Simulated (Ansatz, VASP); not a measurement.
## One calculation of Ti2Si3, two programs

```
Ti Si
1.0
     4.10415    0.00000    0.00000
     0.00000    4.10415    0.00000
     0.00000    0.00000    5.37416
Ti Si
2 3
Direct
  0.00000 0.50000 0.16303
  0.50000 0.00000 0.16303
  0.00000 0.00000 0.43774
  0.00000 0.50000 0.68676
  0.50000 0.00000 0.68676
```

Alike in both runs: functional PBE; k mesh 4 × 4 × 4; occupations gaussian, width 0.1 eV; no spin polarisation.

Ansatz relaxed the structure, and its values are those at the end. VASP's run is a single point on that final structure, the one shown.

|  | VASP | Ansatz |
| --- | --- | --- |
| version | VASP 6.6.1 | Ansatz 0.2.0 |
| potentials or method | VASP PAW PBE potentials, release 64 (Ti_sv, Si) | scalar-relativistic, plane waves, PAW |
| plane-wave cutoff (eV) | 520 | 420 |
| valence electrons in the cell | 36 | 36 |

```tsv
	VASP	Ansatz	Ansatz less VASP
gap on the k mesh at the Fermi level (eV)	none	none	-
pressure (GPa)	-0.1	0.0	+0.07
rms of the force components (eV/Å)	0.012	0.008	-0.0037
```

A gap of «none» marks a metal or a gap that the smearing closes. The functional is the same, so the differences come from potentials, cutoffs and numerics.

Caveats: the k mesh is coarse (spacing up to 0.38 Å⁻¹), so the values aren't converged.
